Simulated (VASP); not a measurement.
A run of VASP 6.6.1:

The input POSCAR:

```
NiO
1.0
    0.0000000000      2.0859016414      2.0859016414
    2.0859016414      0.0000000000      2.0859016414
    2.0859016414      2.0859016414      0.0000000000
Ni O
1 1
Direct
    0.0000000000      0.0000000000      0.0000000000
    0.5000000000      0.5000000000      0.5000000000
```

Contents of INCAR.step1:

```
SYSTEM = NiO
ALGO     = Normal         ! electronic algorithm
EDIFF    = 1E-6           ! SCF threshold, eV
ENCUT    = 520            ! plane-wave cutoff, eV
GGA      = AM             ! functional
ISIF     = 2              ! what is computed and relaxed
ISMEAR   = -1             ! smearing method
ISPIN    = 2              ! spin polarisation
LASPH    = .TRUE.         ! aspherical terms in the spheres
LCHARG   = .TRUE.         ! write CHGCAR
LMAXMIX  = 4              ! l up to which the mixer works
LORBIT   = 11             ! projections on sites
LREAL    = .FALSE.        ! projectors in reciprocal space
LWAVE    = .FALSE.        ! write WAVECAR
MAGMOM   = 1 0            ! initial moments
NELM     = 100            ! most SCF steps
PREC     = Accurate       ! precision mode
SIGMA    = 0.05           ! smearing width, eV
```

KPOINTS.step1

```
k-points
0
G
  11 11 11
  0 0 0
```

INCAR.step2

```
SYSTEM = NiO
ALGO     = Normal         ! electronic algorithm
EDIFF    = 1E-6           ! SCF threshold, eV
ENCUT    = 520            ! plane-wave cutoff, eV
GGA      = AM             ! functional
ICHARG   = 11             ! starting density
ISIF     = 2              ! what is computed and relaxed
ISMEAR   = 0              ! smearing method
ISPIN    = 2              ! spin polarisation
LASPH    = .TRUE.         ! aspherical terms in the spheres
LCHARG   = .FALSE.        ! write CHGCAR
LMAXMIX  = 4              ! l up to which the mixer works
LORBIT   = 11             ! projections on sites
LREAL    = .FALSE.        ! projectors in reciprocal space
LWAVE    = .FALSE.        ! write WAVECAR
MAGMOM   = 1 0            ! initial moments
NELM     = 100            ! most SCF steps
PREC     = Accurate       ! precision mode
SIGMA    = 0.05           ! smearing width, eV
```

Contents of KPOINTS.step2:

```
path GXWKGLUWLK,UX
10
line-mode
reciprocal
 0.0000000000  0.0000000000  0.0000000000  G
 0.5000000000  0.0000000000  0.5000000000  X

 0.5000000000  0.0000000000  0.5000000000  X
 0.5000000000  0.2500000000  0.7500000000  W

 0.5000000000  0.2500000000  0.7500000000  W
 0.3750000000  0.3750000000  0.7500000000  K

 0.3750000000  0.3750000000  0.7500000000  K
 0.0000000000  0.0000000000  0.0000000000  G

 0.0000000000  0.0000000000  0.0000000000  G
 0.5000000000  0.5000000000  0.5000000000  L

 0.5000000000  0.5000000000  0.5000000000  L
 0.6250000000  0.2500000000  0.6250000000  U

 0.6250000000  0.2500000000  0.6250000000  U
 0.5000000000  0.2500000000  0.7500000000  W

 0.5000000000  0.2500000000  0.7500000000  W
 0.5000000000  0.5000000000  0.5000000000  L

 0.5000000000  0.5000000000  0.5000000000  L
 0.3750000000  0.3750000000  0.7500000000  K

 0.6250000000  0.2500000000  0.6250000000  U
 0.5000000000  0.0000000000  0.5000000000  X
```

Potentials or basis: VASP PAW PBE potentials, release 64 (Ni, O).

Command:

```sh
$ cat potpaw_PBE.64/Ni/POTCAR potpaw_PBE.64/O/POTCAR > POTCAR
$ cp INCAR.step1 INCAR
$ cp KPOINTS.step1 KPOINTS
$ mpirun -np 1 vasp_std > vasp.out
$ cp INCAR.step2 INCAR
$ cp KPOINTS.step2 KPOINTS
$ mpirun -np 1 vasp_std > vasp.out
```

Hardware: 1 thread of Intel(R) Xeon(R) Platinum 8488C (Sapphire Rapids), with other jobs on the host.

Problem. How long does it take, and how much memory?

Solution. Run time: 34 s on 1 thread of Intel(R) Xeon(R) Platinum 8488C (Sapphire Rapids) (shared host), peak memory 0.17 GiB. Counts: scf iterations 7, k points 100.
